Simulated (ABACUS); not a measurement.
TiO2: single point with PBE

Crystal: TiO2.

```xyz
6
Lattice="4.5998 0.0000 0.0000 0.0000 4.5998 0.0000 0.0000 0.0000 2.8704" Properties=species:S:1:pos:R:3 pbc="T T T"
Ti    0.0000    0.0000    1.4352
Ti    2.2999    2.2999    0.0000
O     1.3998    1.3998    1.4352
O     0.9001    3.6997    0.0000
O     3.6997    0.9001    0.0000
O     3.2000    3.2000    1.4352
```

The cell is a database's computed one.

The cell isn't the ideal one: cell strained by -0.03 along c.

```json
{
  "Program": "ABACUS 3.10.1",
  "Task": "single point",
  "Functional": "PBE",
  "Potentials or basis": "PseudoDojo NC SR 0.4.1 PBE standard",
  "Cutoff": "1361 eV",
  "Density cutoff": "5442 eV",
  "Basis": "DZP LCAO (the cutoffs set its grid)",
  "k mesh": "4 × 4 × 6",
  "Occupations": "fermi-dirac, width 0.05 eV",
  "Spin": "no spin polarisation"
}
```

```json
{
 "Pressure": "14.2 GPa",
 "Largest force": "0.181 eV/Å",
 "Band gap on the k mesh": "1.93 eV, direct",
 "Mulliken charges": "Ti +0.94, +0.93; O -0.47 e"
}
```

Forces in eV/Å, atoms in the order of the input:
```
Ti   0.000  0.000  0.000
Ti   0.000  0.000  0.000
O   -0.128 -0.128  0.000
O    0.128 -0.128  0.000
O   -0.128  0.128  0.000
O    0.128  0.128  0.000
```

Stress tensor (GPa, compression positive):
```
10.65  0.00  0.00
 0.00 10.65  0.00
 0.00  0.00 21.45
```

Levels at points of the mesh, in eV from the valence-band top:
| k point | band 22 | band 23 | band 24 | band 25 | band 26 | band 27 |
| --- | --- | --- | --- | --- | --- | --- |
| (0.00, 0.00, 0.00) | -0.49 | -0.49 | 0.00 | 1.93 | 2.19 | 2.65 |
| (0.50, 0.00, 0.00) | -1.50 | -0.73 | -0.73 | 2.62 | 2.62 | 3.23 |
| (0.50, 0.50, 0.00) | -1.18 | -1.13 | -1.13 | 1.94 | 1.94 | 2.74 |
| (0.00, 0.00, 0.50) | -2.31 | -1.44 | -1.44 | 3.11 | 3.11 | 3.59 |
| (0.50, 0.00, 0.50) | -2.08 | -1.04 | -1.04 | 2.00 | 2.00 | 3.60 |
| (0.50, 0.50, 0.50) | -1.26 | -0.69 | -0.69 | 2.72 | 2.72 | 3.35 |

Run time: 16 s on 4 MPI ranks on Intel(R) Xeon(R) Platinum 8375C CPU @ 2.90GHz (Ice Lake) (shared host), peak memory 0.48 GiB a rank.

Caveat: the atomic orbitals were generated for these runs and aren't a published set; Mulliken charges move with the basis; the basis of atomic orbitals isn't converged, which shifts pressures, moduli and gaps. A k mesh can miss the band edges.
